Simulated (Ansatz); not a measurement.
System: cubic perovskite BaSnO3. Method: r²SCAN-D4 (plane waves, PAW; Ansatz, a first-principles code).

Run with plane-wave cutoff 500 eV, 8×8×8 k mesh, gaussian smearing 0.02 eV, scalar-relativistic PAW data made under PBE.

Cell (relaxed at this level):

```cif
data_BaO3Sn
_chemical_formula_sum 'Ba1 Sn1 O3'
_space_group_name_H-M_alt 'Pm-3m'
_space_group_IT_number 221
_space_group_name_Hall '-P 4 2 3'
_cell_length_a 4.12281
_cell_length_b 4.12281
_cell_length_c 4.12281
_cell_angle_alpha 90.000
_cell_angle_beta 90.000
_cell_angle_gamma 90.000
loop_
_atom_site_label
_atom_site_type_symbol
_atom_site_symmetry_multiplicity
_atom_site_Wyckoff_symbol
_atom_site_fract_x
_atom_site_fract_y
_atom_site_fract_z
_atom_site_occupancy
Ba1 Ba 1 a 0.00000 0.00000 0.00000 1
Sn1 Sn 1 b 0.50000 0.50000 0.50000 1
O1 O 3 c 0.00000 0.50000 0.50000 1
```

What does this level give for the band gap?


- band gap = 1.64 eV (on the SCF k mesh)

Measured, for comparison: band gap 2.95 eV (temperature not stated, not corrected to a static lattice, indirect, from the absorption edge of a single crystal; as tabulated in Kim et al. (2012), arXiv:1207.0764).

Spin–orbit coupling is not included.

The computed numbers hold no vibrational or temperature effects.

Cost on a shared machine: around 28 core-seconds (rough).
